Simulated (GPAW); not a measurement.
Runs of GPAW 26.7.0 on PbS. It takes space group R3m (No. 160, trigonal). The conventional cell has a = 4.225 Å, b = 4.225 Å, c = 10.356 Å, α = 90.00°, β = 90.00°, γ = 120.00°. Pb (site symmetry 3m) is surrounded by 6 S at 2.96 to 3.02 Å. S (site symmetry 3m) has 6 Pb at 2.96 to 3.02 Å as nearest neighbours. The cell is a database's computed one.

```tsv
task	level	potentials or basis	cutoff (eV)	smearing	maxiter	convergence	response ecut	response k mesh	response bands	gap on the mesh (eV)	pressure (GPa)	largest force (eV/Å)
single point	PBE	GPAW PAW data sets (gpaw-data 1.2.1), pw	500	fermi-dirac 0.05 eV	120	default	-	-	-	0.41	0.5	(a)
dielectric tensor	PBE	GPAW PAW data sets (gpaw-data 1.2.1), pw	500	fermi-dirac 0.001 eV	150	-	80 eV	12 × 12 × 12	30	0.41	-	-
dielectric tensor	PBEsol	PAW data sets generated in the run's folder for this functional, pw	500	fermi-dirac 0.001 eV	150	-	80 eV	12 × 12 × 12	30	0.31	-	-
single point	LDA	the program's PAW data sets (release 1.2.1) made for this functional, newer versions, pw	450	fermi-dirac 0.05 eV	120	default	-	-	-	0.29	(b)	0.02
```

Alike in all rows: no spin polarisation; cell as given; k mesh 6 × 6 × 6.

Q: Fill in the values left out.

A: (a) 0.01; (b) -4.6.

Caveats: spin-orbit coupling is left out, which as a rule narrows the gap of such compounds by several tenths of an eV; the cutoff is short for stress and forces, so pressures can be off by a GPa or more (some runs); the gap is small at this level, which inflates the dielectric constant (some runs); the long-wavelength limit can be off by a per cent or two (some runs).

A k mesh can miss the band edges, and the runs leave out spin-orbit coupling on Pb.
